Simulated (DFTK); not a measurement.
# AlN (P6_3mc) in DFTK: reference runs

Reference runs on AlN: the cell as given.

Program: DFTK 0.8.2. These are calculated values, not measurements. Logs are shortened: lines on timing, memory, paths and dates and some standing lists are left out, and cuts for length are marked.

**Experimental background.**

From “Structural and optical properties of self-assembled AlN nanowires grown on SiO2/Si substrates by molecular beam epitaxy”, 2024, arxiv:2402.00216, for a bulk crystal of AlN at 0 K: band gap 6.0343 eV (an exciton energy, a little under the gap).

The results are compared with them further down.

## Step 1: The crystal as given

Symmetry: P6_3mc, No. 186, hexagonal system. The conventional cell has a = 3.113 Å, b = 3.113 Å, c = 4.981 Å, α = 90.00°, β = 90.00°, γ = 120.00°. Around Al (site symmetry 3m) lie 4 N at 1.89 Å. Around N (site symmetry 3m) lie 4 Al at 1.89 Å.

## Step 2: Single point, PBEsol

Contents of run.jl:

```julia
using DFTK
using PseudoPotentialData
using Unitful, UnitfulAtomic
using LinearAlgebra, Printf
include("save.jl")
disable_threading()

# lattice vectors are the columns
lattice = austrip(1u"Å") * [         3.113        -1.5565            0.0;
                      0.0    2.695937082            0.0;
                      0.0            0.0          4.981]
symbols   = [:Al, :Al, :N, :N]
positions = [[0.6666666667, 0.3333333333, 0.5],
             [0.3333333333, 0.6666666667, 0.0],
             [0.6666666667, 0.3333333333, 0.88],
             [0.3333333333, 0.6666666667, 0.38]]
pseudopotentials = PseudoFamily("dojo.nc.sr.pbesol.v0_4_1.standard.upf")
elements = Dict(s => ElementPsp(s, pseudopotentials) for s in unique(symbols))
atoms    = [elements[s] for s in symbols]

build_model(lattice, positions; symmetries=true) =
    model_DFT(lattice, atoms, positions;
              functionals=PBEsol(),
              temperature=austrip(0.05u"eV"),
              smearing=Smearing.FermiDirac(),
              symmetries)
Ecut  = 42.0  # hartree
kgrid = [10, 10, 6]
tol   = 1e-6
to_GPa = ustrip(uconvert(u"GPa", 1u"hartree/bohr^3"))

model = build_model(lattice, positions)
basis = PlaneWaveBasis(model; Ecut, kgrid)
display(basis)
scfres = self_consistent_field(basis;
                               tol,
                               nbandsalg=AdaptiveBands(model; n_bands_converge=13))
display(scfres.energies)
@printf "Fermi level: %.6f eV\n" ustrip(auconvert(u"eV", something(scfres.εF, NaN)))
forces = compute_forces_cart(scfres)
println("Forces (eV/Å)")
for (s, f) in zip(symbols, forces)
    @printf "%-3s %12.6f %12.6f %12.6f\n" s ustrip.(auconvert.(u"eV/Å", f))...
end
stress = compute_stresses_cart(scfres)
println("Stress (GPa)")
display(round.(stress * to_GPa; digits=4))
println("Levels at the first k-point (eV): ", round.(ustrip.(auconvert.(u"eV", scfres.eigenvalues[1][1:scfres.n_bands_converge])); digits=4))
save_scf!(scfres; forces, stress)
```

Potentials or basis: dojo.nc.sr.pbesol.v0_4_1.standard.upf (PBEsol).

On the command line:

```console
julia --threads=1 run.jl  # save.jl only writes the numbers to a file and isn't shown; printed stress counts tension as positive; times include loading and compiling
```

The log of the run:

```text
PlaneWaveBasis discretization:

    Ecut                 : 42.0 Ha
    fft_size             : (40, 40, 60), 96000 total points
    kgrid                : MonkhorstPack([10, 10, 6])
    num.   red. kpoints  : 600
    num. irred. kpoints  : 84

    Discretized Model(gga_x_pbe_sol+gga_c_pbe_sol, 3D):
        lattice (in Bohr)    : [5.88272   , -2.94136  , 0         ]
                               [0         , 5.09458   , 0         ]
                               [0         , 0         , 9.41273   ]
        unit cell volume     : 282.1 Bohr³

        atoms                : Al₂N₂
        pseudopot. family    : PseudoFamily("dojo.nc.sr.pbesol.v0_4_1.standard.upf")

        num. electrons       : 16
        spin polarization    : none
        temperature          : 0.0018375 Ha
        smearing             : DFTK.Smearing.FermiDirac()

        terms                : Kinetic()
                               AtomicLocal()
                               AtomicNonlocal()
                               Ewald(nothing)
                               PspCorrection()
                               Hartree()
                               Xc(gga_x_pbe_sol, gga_c_pbe_sol)
                               Entropy()
n     Energy            log10(ΔE)   log10(Δρ)   Diag   Δtime
---   ---------------   ---------   ---------   ----   ------
  1   -25.29917480855                   -0.39    5.3    14.6s
  2   -25.45700750578       -0.80       -0.59    3.5    10.2s
  3   -25.52680729189       -1.16       -1.23    3.5    12.0s
  4   -25.52948513259       -2.57       -1.77    2.4    9.09s
  5   -25.52984759740       -3.44       -2.75    2.0    8.50s
  6   -25.52985827507       -4.97       -2.84    3.1    10.6s
  7   -25.52985959262       -5.88       -3.18    1.0    6.45s
  8   -25.52985990943       -6.50       -3.75    2.0    7.58s
  9   -25.52985994386       -7.46       -4.61    2.7    9.70s
 10   -25.52985994507       -8.92       -4.99    3.4    9.92s
 11   -25.52985994493   +   -9.85       -4.82    2.1    8.72s
 12   -25.52985994505       -9.92       -5.24    1.0    6.13s
 13   -25.52985994508      -10.51       -6.54    2.1    8.68s
Energy breakdown (in Ha):
    Kinetic             16.3030777
    AtomicLocal         -16.6598517
    AtomicNonlocal      -1.3048488
    Ewald               -21.7432241
    PspCorrection       0.6749603
    Hartree             5.6118147
    Xc                  -8.4117880
    Entropy             0.0000000

    total               -25.529859945080
Fermi level: 7.931340 eV
Forces (eV/Å)
Al      0.000000     0.000000    -0.132025
Al      0.000000     0.000000    -0.132025
N      -0.000000    -0.000000     0.132028
N       0.000000    -0.000000     0.132028
Stress (GPa)
3×3 StaticArraysCore.SMatrix{3, 3, Float64, 9} with indices SOneTo(3)×SOneTo(3):
 0.3853  0.0     -0.0
 0.0     0.3853   0.0
 0.0     0.0     -1.1516
Levels at the first k-point (eV): [-9.2677, -7.0789, -0.1799, 5.0263, 5.0263, 5.6829, 5.6829, 5.8632, 9.9994, 12.4327, 16.345, 16.9294, 16.9294]
```

It took 3.8 min on 1 thread of Intel Xeon 6975P-C (Granite Rapids), shared host; peak memory 2.6 GiB.

What came out:

```
Free energy            : -694.7029 eV
Pressure               : 0.1 GPa
Largest force          : 0.132 eV/Å
Band gap on the k mesh : 4.14 eV, direct
```

Forces on the atoms (eV/Å):
```
Al   0.000  0.000 -0.132
Al   0.000  0.000 -0.132
N    0.000  0.000  0.132
N    0.000  0.000  0.132
```

Stress tensor (GPa, compression positive):
```
-0.39  0.00  0.00
 0.00 -0.39  0.00
 0.00  0.00  1.15
```

## Step 3: How close it comes

Step 2. A measured gap of AlN is 6.0343 eV (an exciton energy, a little under the gap; 0 K; quoted in “Structural and optical properties of self-assembled AlN nanowires grown on SiO2/Si substrates by molecular beam epitaxy”, 2024, arxiv:2402.00216); the calculated 4.14 eV misses it by -1.90 eV. 2 values of this kind are on record (6.034 to 6.0343 eV); this one was drawn at random. The value is that of PBEsol on a finite k mesh, which can miss the band edges, without temperature or zero-point motion. Semilocal functionals fall short of measured gaps as a rule.
